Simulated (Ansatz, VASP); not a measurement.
# One calculation of Li, two programs

```
Li
1.0
     0.00000   -2.08861   -2.08861
     0.00000    2.08861   -2.08861
     4.17722    0.00000    0.00000
Li
2
Cartesian
  2.0886 -0.3400 -2.0886
  0.0000 0.3400 0.0000
```

Change from the starting cell: mode 4 frozen in at -0.340 Å and mode 5 at -0.000 Å (largest displacements).

Alike in both runs: task single point; functional PBE; dispersion D3(BJ); k mesh 16 × 16 × 12; occupations gaussian, width 0.15 eV; no spin polarisation.

```csv
,VASP,Ansatz
version,VASP 6.6.1,Ansatz 0.2.0
potentials or method,"VASP PAW PBE potentials, release 64 (Li_sv)","scalar-relativistic, plane waves, PAW"
plane-wave cutoff (eV),520,520
valence electrons in the cell,6,6
```

```tsv
	VASP	Ansatz	Ansatz less VASP
gap on the k mesh at the Fermi level (eV)	none	none	-
rms of the force components (eV/Å)	0.302	0.302	+0.0002
```

Atom by atom the forces differ by 0.000 eV/Å (rms over components). A gap of «none» marks a metal or a gap that the smearing closes.
